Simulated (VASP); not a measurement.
The system is Te2Mo.

```xyz
12
Lattice="6.3464 0.0000 0.0000 0.0000 3.4942 0.0000 -0.5490 0.0000 14.8562" Properties=species:S:1:pos:R:3 pbc="T T T"
Te    0.1800    1.7471    5.9631
Te    5.6131    0.0000    8.8977
Te    3.4010    0.0000    5.3789
Te    2.3947    1.7471    9.4823
Te    0.5021    0.0000    2.0490
Te    5.2987    1.7471   12.8023
Te    3.6338    1.7471    1.4641
Te    2.1666    0.0000   13.3877
Mo    1.7506    0.0000    7.5295
Mo    4.0433    1.7471    7.3318
Mo    1.1482    1.7471    0.0970
Mo    4.6525    0.0000   14.7535
```

The cell is a database's computed one.

| Property | Result |
| --- | --- |
| Program | VASP 6.6.1 |
| Task | single point |
| Functional | PBE |
| Potentials or basis | VASP PAW PBE potentials, release 64 (Te, Mo_sv) |
| Cutoff | 520 eV |
| k mesh | 4 × 8 × 2 |
| Occupations | fermi-dirac, width 0.05 eV |
| Spin | no spin polarisation |

On this cell: pressure 0.7 GPa; largest force 0.216 eV/Å; band gap on the k mesh none (metal or under the smearing width).

The same run follows on a disturbed copy (atoms moved at random, drawn with an rms of 0.05 Å):

```
Te Mo
1.0
     6.34645    0.00000    0.00000
     0.00000    3.49422    0.00000
    -0.54903    0.00000   14.85616
Te Mo
8 4
Direct
  0.06136 0.49542 0.40271
  0.93248 0.99778 0.60005
  0.55644 0.99914 0.36190
  0.43838 0.50566 0.63692
  0.09252 0.00026 0.13595
  0.91280 0.51272 0.86242
  0.57500 0.49156 0.10016
  0.42644 0.98162 0.90203
  0.32515 0.98841 0.50655
  0.67791 0.49430 0.49578
  0.18212 0.50795 0.00551
  0.81860 0.01285 0.99538
```

Q: What changes?

A: The energy (extrapolated to zero smearing) moves by +12.4 meV/atom; pressure 1.3 GPa; largest force 1.175 eV/Å; band gap on the k mesh none (metal or under the smearing width).

Forces in eV/Å, atoms in the order of the input:
```
Te  -0.023 -0.018  0.013
Te   0.330 -0.047 -0.001
Te   0.527 -0.085 -0.176
Te  -0.388 -0.352  0.834
Te   0.077  0.115  0.625
Te  -0.229 -0.088 -0.141
Te   0.208  0.206  0.028
Te  -0.136  0.376 -0.141
Mo  -1.009  0.429  0.361
Mo   0.567  0.078 -1.027
Mo   0.163 -0.326  0.130
Mo  -0.086 -0.288 -0.505
```

Stress tensor (GPa, compression positive):
```
 1.73 -0.15 -0.12
-0.15  0.01 -0.18
-0.12 -0.18  2.19
```

Caveats: this functional lacks dispersion, which binds the layers, so the pressure and a relaxed spacing across them are unreliable (some runs).
